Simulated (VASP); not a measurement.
# TiB2 (P6/mmm) in VASP: notebook, part 2 of 2

VASP 6.6.1. Earlier steps stand in the parts before.

## 3. Relaxation of cell and atoms, LDA

Contents of INCAR:

```
  PREC = Accurate
  ENCUT = 600
  EDIFF = 1E-7
  ISMEAR = 0
  SIGMA = 0.1
  LREAL = F
  LASPH = T
  NELM = 80
  ALGO = Normal
  ISIF = 3
  LWAVE = F
  LCHARG = F
  GGA = CA
  IBRION = 2
  NSW = 90
  EDIFFG = -0.005
```

Contents of KPOINTS:

```
regular mesh
0
Gamma
  15 15 14
```

Contents of POSCAR:

```
TiB2
1.0
    3.0259273100      0.0000000000      0.0000000000
   -1.5129636600      2.6205299200      0.0000000000
    0.0000000000      0.0000000000      3.2287677100
Ti B
1 2
Direct
    0.0000000000      0.0000000000      0.0000000000
    0.3333333300      0.6666666700      0.5000000000
    0.6666666700      0.3333333300      0.5000000000
```

Potentials or basis: VASP PAW LDA potentials, release 64 (Ti_sv, B).

On the command line:

```console
$ cat potpaw_LDA.64/Ti_sv/POTCAR potpaw_LDA.64/B/POTCAR > POTCAR
$ mpirun -np 1 vasp_std > vasp.out
```

OUTCAR:

```text
PREC = Accurate
   ENCUT = 600
   EDIFF = 1E-7
   ISMEAR = 0
   LREAL = F
   LASPH = T
   NELM = 80
   ISIF = 3
   GGA = CA
   IBRION = 2
   NSW = 90
   EDIFFG = -0.005

 ion  position               nearest neighbor table
   1  0.000  0.000  0.000-   2 2.38   3 2.38   2 2.38   3 2.38   3 2.38   3 2.38   2 2.38   2 2.38
                             3 2.38   3 2.38   2 2.38   2 2.38
   2  0.333  0.667  0.500-   3 1.75   3 1.75   3 1.75   1 2.38   1 2.38   1 2.38   1 2.38   1 2.38
                             1 2.38
   3  0.667  0.333  0.500-   2 1.75   2 1.75   2 1.75   1 2.38   1 2.38   1 2.38   1 2.38   1 2.38
                             1 2.38

  LATTYP: Found a hexagonal cell.
 ALAT       =     3.0259273100
 C/A-ratio  =     1.0670341285

  Lattice vectors:

 A1 = (   3.0259273100,   0.0000000000,   0.0000000000)
 A2 = (  -1.5129636600,   2.6205299200,   0.0000000000)
 A3 = (   0.0000000000,   0.0000000000,   3.2287677100)

Analysis of symmetry for initial positions (statically):
=====================================================================
 Subroutine PRICEL returns:
 Original cell was already a primitive cell.

 Routine SETGRP: Setting up the symmetry group for a
 hexagonal supercell.

 Subroutine GETGRP returns: Found 24 space group operations
 (whereof 24 operations were pure point group operations)
 out of a pool of 24 trial point group operations.

The static configuration has the point symmetry D_6h.

Analysis of symmetry for dynamics (positions and initial velocities):
=====================================================================
 Subroutine PRICEL returns:
 Original cell was already a primitive cell.

 Routine SETGRP: Setting up the symmetry group for a
 hexagonal supercell.

 Subroutine GETGRP returns: Found 24 space group operations
 (whereof 24 operations were pure point group operations)
 out of a pool of 24 trial point group operations.

The dynamic configuration has the point symmetry D_6h.

 Subroutine INISYM returns: Found 24 space group operations
 (whereof 24 operations are pure point group operations),
 and found     1 'primitive' translations

----------------------------------------------------------------------------------------
[... 112 lines left out ...]
   IALGO  =     38    algorithm
   IMIX   =      4    mixing-type and parameters
     AMIX     =   0.40;   BMIX     =  1.00
     AMIX_MAG =   1.60;   BMIX_MAG =  1.00
  volume/ion in A,a.u.               =       8.53        57.59
  Fermi-wavevector in a.u.,A,eV,Ry     =   1.455697  2.750868 28.831460  2.119053
  Thomas-Fermi vector in A             =   2.572701
   LORBIT       =      0    0 simple, 1 ext, 2 COOP (PROOUT), +10 PAW based schemes
   GGA     = CA    functional components
   LHFCALC =     F    Hartree Fock is set to
   AEXX    =    0.0000 exact exchange contribution
   IVDW    =     0    specifies the selected vdW correction
   LEPSILON=     F    determine dielectric tensor
   LRPA    =     F    only Hartree local field effects (RPA)
 conjugate gradient relaxation of ions
 non-spin polarized calculation
 Gauss-broadening in eV      SIGMA  =   0.10
  energy-cutoff  :      600.00
  volume of cell :       25.60
 maximum number of plane-waves:       876
   NGX = 13   NGY = 13   NGZ = 13

--------------------------------------- Ionic step        1  -------------------------------------------

 number of electron      18.0000003 magnetization

 Free energy of the ion-electron system (eV)
  ---------------------------------------------------
  ext. energy  EPLUGINS =         0.00000000
  ---------------------------------------------------
  free energy    TOTEN  =       -26.88919640 eV

  energy without entropy =      -26.88732434  energy(sigma->0) =      -26.88826037

 E-fermi :   9.9649     XC(G=0): -12.9621

 val. band max:        9.9627335021   @ k =   0.2000   0.2000   0.1429
 cond. band min:       9.9678737676   @ k =   0.0667   0.0667   0.2857
 fundamental gap:      0.0051402655
 Fermi energy:         9.9649348118

 k-point     1 :       0.0000    0.0000    0.0000
  band No.  band energies     occupation
      1     -46.2956      2.00000
      2     -23.0432      2.00000
      3     -22.7107      2.00000
      4     -22.7107      2.00000
      5      -3.3651      2.00000
      6       7.3584      2.00000
      7       7.3584      2.00000
      8       7.6706      2.00000
      9       7.8195      2.00000
     10      11.8200      0.00000
     11      11.8200      0.00000
     12      13.5815      0.00000
     13      13.5815      0.00000
[... 626 lines left out ...]
--------------------------------------- Ionic step        8  -------------------------------------------

 number of electron      18.0000003 magnetization

 Free energy of the ion-electron system (eV)
  ---------------------------------------------------
  ext. energy  EPLUGINS =         0.00000000
  ---------------------------------------------------
  free energy    TOTEN  =       -26.92467839 eV

  energy without entropy =      -26.92287666  energy(sigma->0) =      -26.92377752

 E-fermi :  10.4295     XC(G=0): -13.1625

 val. band max:       10.4253352728   @ k =   0.2667   0.2000   0.0000
 cond. band min:      10.4433646300   @ k =   0.0667   0.0667   0.2857
 fundamental gap:      0.0180293571
 Fermi energy:        10.4294691523

 k-point     1 :       0.0000    0.0000    0.0000
  band No.  band energies     occupation
      1     -45.7178      2.00000
      2     -22.4655      2.00000
      3     -22.1231      2.00000
      4     -22.1231      2.00000
      5      -3.1046      2.00000
      6       7.6597      2.00000
      7       7.6597      2.00000
      8       8.2118      2.00000
      9       8.2514      2.00000
     10      12.4151      0.00000
     11      12.4151      0.00000
     12      14.3131      0.00000
     13      14.3131      0.00000
[... 398 lines left out ...]
  FREE ENERGIE OF THE ION-ELECTRON SYSTEM (eV)
  ---------------------------------------------------
  free  energy   TOTEN  =       -26.9246783870 eV

  energy  without entropy=      -26.9228766601  energy(sigma->0) =      -26.92377752

 reached required accuracy - stopping structural energy minimisation
```

OSZICAR:

```text
N       E                     dE             d eps       ncg     rms          rms(c)
DAV:   1     0.135806305150E+03    0.13581E+03   -0.10201E+04  5616   0.174E+03
DAV:   2    -0.213694882456E+02   -0.15718E+03   -0.15331E+03  5716   0.415E+02
DAV:   3    -0.317795727781E+02   -0.10410E+02   -0.10187E+02  8198   0.985E+01
[... 77 lines left out ...]
DAV:   3    -0.269246769775E+02    0.58367E-05   -0.23829E-05  6949   0.589E-02    0.557E-03
DAV:   4    -0.269246773842E+02   -0.40671E-06   -0.80871E-06  7133   0.216E-02    0.361E-03
DAV:   5    -0.269246782593E+02   -0.87504E-06   -0.13589E-06  8557   0.816E-03    0.121E-03
DAV:   6    -0.269246783693E+02   -0.11001E-06   -0.26452E-07  5626   0.327E-03    0.656E-04
DAV:   7    -0.269246783870E+02   -0.17724E-07   -0.29212E-08  2893   0.155E-03
   8 F= -.26924678E+02 E0= -.26923778E+02  d E =-.962217E-05
```

CONTCAR:

```text
TiB2
   1.00000000000000
     2.9957510674391266    0.0000000000582747    0.0000000000000000
    -1.4978755386192331    2.5943965273364120   -0.0000000000000000
    -0.0000000000000000   -0.0000000000000000    3.1616049350581932
  Ti              B
     1     2
Direct
     1.0000000000000000    0.0000000000000000    1.0000000000000000
     0.3333333300000021    0.6666666699999979    0.5000000000000000
     0.6666666699999979    0.3333333300000021    0.5000000000000000

  0.00000000E+00  0.00000000E+00  0.00000000E+00
  0.00000000E+00  0.00000000E+00  0.00000000E+00
  0.00000000E+00  0.00000000E+00  0.00000000E+00
```

Wall time 2.7 min (1 thread of Intel Xeon Platinum 8488C (Sapphire Rapids), shared host); peak memory 0.22 GiB.

Results:

| Property | Result |
| --- | --- |
| Free energy | -26.9247 eV |
| Relaxed volume | 8.19 Å³/atom |
| Relaxed cell | a = 2.996 Å, b = 2.996 Å, c = 3.162 Å, α = 90.00°, β = 90.00°, γ = 120.00° |
| Space group after relaxing (to 0.05 Å) | P6/mmm (No. 191) |
| Energy gained by relaxing | 11.8 meV/atom |
| Ionic steps | 8 |
| Pressure after relaxing | 0.0 GPa |
| Band gap on the k mesh | none (metal or under the smearing width) |

Step by step:
```
step  energy change (eV)  largest force (eV/Å)  pressure (GPa)  volume (Å³)
   1              0.0000                0.0000          -10.26        25.60
   2             -0.0001                0.0000           12.04        23.63
   3             -0.0341                0.0000            0.10        24.59
   4             -0.0341                0.0000            0.31        24.57
   5             -0.0355                0.0000            0.18        24.56
   6             -0.0355                0.0000            0.18        24.56
   7             -0.0355                0.0000           -0.15        24.59
   8             -0.0355                0.0000           -0.01        24.57
```

Final structure:
```cif
data_structure
_symmetry_space_group_name_H-M 'P 1'
_symmetry_Int_Tables_number 1
_cell_length_a 2.9958
_cell_length_b 2.9958
_cell_length_c 3.1616
_cell_angle_alpha 90.000
_cell_angle_beta 90.000
_cell_angle_gamma 120.000
_cell_volume 24.57
loop_
_atom_site_label
_atom_site_type_symbol
_atom_site_fract_x
_atom_site_fract_y
_atom_site_fract_z
_atom_site_occupancy
Ti1 Ti 0.00000 0.00000 0.00000 1
B1 B 0.33333 0.66667 0.50000 1
B2 B 0.66667 0.33333 0.50000 1
```
